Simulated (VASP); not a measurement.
A calculation with VASP 6.6.1 of AlN (native input, structure from a POSCAR):

The input INCAR:

```
PREC     = Accurate       # precision mode
ENCUT    = 520            # plane-wave cutoff, eV
EDIFF    = 1E-6           # SCF threshold, eV
ISMEAR   = 0              # smearing method
SIGMA    = 0.1            # smearing width, eV
LREAL    = F              # projectors in reciprocal space
LASPH    = T              # aspherical terms in the spheres
NELM     = 80             # most SCF steps
ALGO     = Fast           # electronic algorithm
ISIF     = 2              # what is computed and relaxed
LWAVE    = F              # write WAVECAR
LCHARG   = F              # write CHGCAR
GGA      = PS             # functional
NBANDS   = 16             # bands
```

Contents of KPOINTS:

```
Automatic mesh
0
Gamma
  10 10 6
```

The input POSCAR:

```
AlN
3.113
    1.000000000000      0.000000000000      0.000000000000
   -0.500000000000      0.866025403791      0.000000000000
    0.000000000000      0.000000000000      1.600064246707
Al N
2 2
Direct
    0.6666666667      0.3333333333      0.5000000000
    0.3333333333      0.6666666667      0.0000000000
    0.6666666667      0.3333333333      0.8800000000
    0.3333333333      0.6666666667      0.3800000000
```

Potentials or basis: VASP PAW PBE potentials, release 64 (Al, N).

Command:

```sh
$ cat potpaw_PBE.64/Al/POTCAR potpaw_PBE.64/N/POTCAR > POTCAR
$ mpirun -np 1 vasp_std > vasp.out
```

Question: Write the same calculation in another form: ASE script, structure by space group and Wyckoff sites.

Answer: As run:

run.py

```python
from ase.calculators.vasp import Vasp
from ase.dft.bandgap import bandgap
from ase.spacegroup import crystal

atoms = crystal(
    ['Al', 'N'],
    basis=[[0.6666666667, 0.3333333333, 0.5], [0.6666666667, 0.3333333333, 0.88]],
    spacegroup=186,
    setting=1,
    cellpar=[3.113, 3.113, 4.981, 90.0, 90.0, 120.0],
    primitive_cell=True,
)
calc = Vasp(
    directory='calc',
    xc='pbesol',
    pp='PBE',
    setups='materialsproject',
    prec='Accurate',
    encut=520,
    ediff=1e-06,
    ismear=0,
    sigma=0.1,
    lreal=False,
    lasph=True,
    nelm=100,
    algo='Normal',
    isif=2,
    lwave=False,
    lcharg=False,
    kpts=[10, 10, 6],
    gamma=True,
)
atoms.calc = calc

print('energy (eV):', atoms.get_potential_energy())
print('free energy (eV):', atoms.get_potential_energy(force_consistent=True))
print('forces (eV/A):')
print(atoms.get_forces())
print('stress (eV/A^3, Voigt):', atoms.get_stress())
print('Fermi level (eV):', calc.get_fermi_level())
gap, top, bottom = bandgap(calc)
print('band gap (eV):', gap, 'from (spin, k, band)', top, 'to', bottom)
```

Potentials or basis: VASP PAW PBE potentials, release 64 (Al, N).

Launch:

```sh
$ python run.py
```

Both were run:

|  | native input, structure from a POSCAR | ASE script, structure by space group and Wyckoff sites |
| --- | --- | --- |
| Pressure | 0.2 GPa | 0.2 GPa |
| Largest force | 0.132 eV/Å | 0.132 eV/Å |
| Band gap on the k mesh | 4.15 eV, direct | 4.15 eV, direct |

Keys that steer only the numerical path or the files written may differ.

Caveat: the PAW data sets were made with another functional, which shifts forces and pressure a little.
